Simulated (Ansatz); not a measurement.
Al2Au: equation of state with r2SCAN

Crystal: Al2Au.

```xyz
3
Lattice="0.0000 3.0000 3.0000 3.0000 0.0000 3.0000 3.0000 3.0000 0.0000" Properties=species:S:1:pos:R:3 pbc="T T T"
Au    0.0000    0.0000    0.0000
Al    4.5000    4.5000    4.5000
Al    1.5000    1.5000    1.5000
```

```
Program             : Ansatz 0.2.0
Task                : equation of state
Functional          : r2SCAN
Potentials or basis : Ansatz PAW
Cutoff              : 500 eV
Density cutoff      : 2000 eV
k mesh              : 8 × 8 × 8
Occupations         : fermi-dirac, width 0.05 eV
Spin                : no spin polarisation
```

The equilibrium volume is 18.07 Å³/atom. The bulk modulus is 118 GPa and the pressure derivative of the bulk modulus is 4.8.

Energy against volume, from the lowest point:
```csv
volume (Å³/atom),energy (meV/atom)
16.920,30.56
17.280,13.79
17.640,3.85
18.000,0.00
18.360,1.57
18.720,7.98
19.080,18.66
```

All runs of the series together: 18 s on 2 threads of Arm Neoverse V2, with other jobs on the host.

Caveat: the PAW data sets were made with another functional, which shifts forces and pressure a little. Zero-point motion and thermal expansion aren't in these numbers.
